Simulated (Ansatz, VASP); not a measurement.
**One calculation of Mg, two programs**

```
Mg
1.0
     3.20927    0.00000    0.00000
    -1.60464    2.77931    0.00000
     0.00000    0.00000    5.21033
Mg
2
Cartesian
  0.0000 1.8529 1.3026
  1.6046 0.9264 3.9077
```

Alike in both runs: task relaxation of cell and atoms; functional PBE; k mesh 14 × 14 × 8; occupations fermi-dirac, width 0.05 eV; no spin polarisation.

|  | VASP | Ansatz |
| --- | --- | --- |
| version | VASP 6.6.1 | Ansatz 0.2.0 |
| potentials or method | VASP PAW PBE potentials, release 64 (Mg) | plane-wave PAW DFT |
| plane-wave cutoff (eV) | 600 | 420 |
| valence electrons in the cell | 4 | 20 |

VASP gave:

| Property | Result |
| --- | --- |
| relaxed volume (Å³/atom) | 22.86 |
| relaxed cell length with the largest relative difference (Å) | 3.186 |

Problem. Estimate Ansatz's values.

Solution. Relaxed volume (Å³/atom): 22.94; relaxed cell length with the largest relative difference (Å): 3.191.

The two sets of potentials don't hold the same shells in valence.
